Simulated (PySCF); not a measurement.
Species: ethoxy ethane, C4H10O.
Geometry (PBE0-D3(BJ)/def2-SVP, Å), atoms numbered from 1 in this order:
```xyz
15
C4H10O angstrom
C     -2.0540    1.2388    0.2135
C     -0.5496    1.1154    0.1978
O     -0.2027   -0.2172   -0.0414
C      1.1758   -0.4442   -0.0757
C      1.4279   -1.9098   -0.3356
H     -2.3582    2.2795    0.3987
H     -2.4836    0.6030    1.0018
H     -2.4759    0.9170   -0.7501
H     -0.1227    1.4589    1.1644
H     -0.1156    1.7744   -0.5845
H      1.6504    0.1760   -0.8660
H      1.6424   -0.1355    0.8842
H      0.9782   -2.5240    0.4586
H      2.5069   -2.1201   -0.3715
H      0.9806   -2.2124   -1.2940
```

The calculation used core-valence-separated Tamm–Dancoff BHandHLYP/aug-pcX-1 (pcseg-1 on H) in PySCF, non-relativistic, gas phase, PBE0-D3(BJ)/def2-SVP geometry. No empirical shift is added; at this level the pattern usually sits a few eV under experiment.

The lowest roots of each edge with f over 0.003 (five at most, numbered afresh; weaker and dark ones are left out), with transition dipoles (au) in the frame of the coordinates:

| root | edge | E (eV) | f | μx | μy | μz |
| --- | --- | --- | --- | --- | --- | --- |
| 1 | C | 285.33 | 0.0134 | -0.0368 | 0.0234 | 0.0039 |
| 2 | C | 285.33 | 0.0062 | -0.0121 | 0.0267 | 0.0045 |
| 3 | C | 286.05 | 0.0224 | 0.0036 | 0.0554 | 0.0105 |
| 4 | C | 286.05 | 0.0257 | -0.0573 | -0.0195 | 0.0026 |
| 5 | C | 286.12 | 0.0253 | 0.0011 | 0.0106 | -0.0591 |
| 6 | O | 533.88 | 0.0089 | 0.0176 | 0.0189 | 0.0036 |
| 7 | O | 534.20 | 0.0113 | -0.0200 | -0.0211 | -0.0041 |
| 8 | O | 534.28 | 0.0083 | 0.0185 | -0.0168 | -0.0032 |
| 9 | O | 534.41 | 0.0060 | -0.0145 | -0.0156 | -0.0031 |
| 10 | O | 535.03 | 0.0149 | -0.0248 | 0.0225 | 0.0040 |

**Question.** Molecules are fixed in this frame and the field points along x. What effective strengths 3 f cos²θ do the roots have (θ between field and μ)?

**Answer.** root 1 (C1/C5): 0.028, root 2 (C1/C5): 0.003, root 3 (C1/C5): 0.000, root 4 (C1/C5): 0.069, root 5 (C1/C5): 0.000, root 6 (O3): 0.012, root 7 (O3): 0.016, root 8 (O3): 0.013, root 9 (O3): 0.008, root 10 (O3): 0.024. Root 4 is the strongest. Averaged over all orientations cos²θ is 1/3, which gives f back. For degenerate partners only the sum has meaning, as the program may mix them freely.

Hardware: one thread, Arm Neoverse V1 (aarch64), no GPU (shared host). Cost: 16 s wall, 0.78 GiB resident at most.

One conformer stands for the species.
